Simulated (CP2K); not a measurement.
**NbP under changes of volume**

One of the cells (16.103 Å³/atom); the others are scaled copies at fixed shape and fractional positions:

```
Nb P
1.0
     6.20964    0.00000    0.00000
     4.40253    4.37919    0.00000
    -5.30608   -2.18960    2.36870
Nb P
2 2
Direct
  0.24988 0.74988 0.50000
  0.49988 0.49988 0.00000
  0.83275 0.33275 0.50000
  0.08275 0.08275 0.00000
```

The cell is a database's computed one.

```yaml
Program: CP2K 2026.2
Functional: PBEsol
Potentials_or_basis: POTENTIAL_UZH Nb GTH-PBE-q13, P GTH-PBE-q5; TZVP-MOLOPT-PBE-GTH basis
Density_cutoff: 6123 eV
k_mesh: 11 × 11 × 11
Occupations: fermi-dirac, width 0.05 eV
Spin: no spin polarisation
```

```tsv
volume (Å³/atom)	energy over the lowest point (meV/atom)	pressure (GPa)	largest force (eV/Å)
15.137	?	?	?
15.459	3.85	4.1	0.040
15.781	0.00	-0.2	0.032
16.103	4.41	-4.1	0.025
16.425	16.23	-7.6	0.018
16.747	34.70	-10.7	0.012
17.069	59.14	-13.5	0.006
```

**Question.** What does the run at 15.137 Å³/atom give?

**Answer.** Energy over the lowest point 16.88 meV/atom; pressure 8.9 GPa; largest force 0.049 eV/Å.

Worked out: A Birch-Murnaghan fit of order 3 (a polynomial in V^(-2/3)) to the other rows has its minimum at 15.76 Å³/atom with B0 = V·E''(V) = 202 GPa and B' = 4.3 at fixed shape and positions, which overstates the stiffness. It gives 16.91 meV/atom at 15.137 Å³/atom, against the run's 16.88, and -dE/dV = 9.0 GPa, against 8.9.

Energies are extrapolated to zero smearing.

Caveats: the potentials were made for another functional, which shifts forces and pressure; the basis of atomic orbitals isn't converged, which shifts pressures, moduli and gaps.
